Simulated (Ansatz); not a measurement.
The system is BAs.

```
B As
1.0
     2.93437    0.00000    0.00000
     0.00000    2.93437    0.00000
     0.00000    0.00000    2.93437
B As
1 1
Direct
  0.50000 0.50000 0.50000
  0.00000 0.00000 0.00000
```

The cell was built by a generator and needn't be a form met in nature.

* Program: Ansatz 0.2.0
* Task: relaxation of cell and atoms
* Functional: PBE0
* Potentials or basis: Ansatz PAW
* Cutoff: 420 eV (not typed: the program's choice for these potentials)
* k mesh: 5 × 5 × 5
* Occupations: fermi-dirac, width 0.05 eV
* Spin: no spin polarisation

At the start: volume 12.63 Å³/atom.

Question: How do energy, volume and symmetry change on relaxing?

Answer: It ends after 5 steps and the volume is 11.89 Å³/atom (-5.9 %); space group Pm-3m (No. 221, to 0.05 Å).

The path:
| step | energy change (eV) | largest force (eV/Å) | volume (Å³) |
| --- | --- | --- | --- |
| 1 | 0.0000 | 0.0000 | 25.27 |
| 2 | -0.0357 | 0.0000 | 23.50 |
| 3 | -0.0368 | 0.0000 | 23.84 |
| 4 | -0.0369 | 0.0000 | 23.77 |
| 5 | -0.0361 | 0.0000 | 23.77 |

Final structure:
```
B As
1.0
     2.87538    0.00000    0.00000
     0.00000    2.87538    0.00000
     0.00000    0.00000    2.87538
B As
1 1
Cartesian
  1.4377 1.4377 1.4377
  0.0000 0.0000 0.0000
```

Caveat: the k mesh is coarse (spacing up to 0.43 Å⁻¹), so the values aren't converged, least of all with exact exchange; the plane-wave basis is chosen anew once the cell has moved, so the energies of steps on either side of that aren't comparable; the PAW data sets come from PBE, with cores solved anew for the run's functional, which leaves a small shift of forces and pressure.
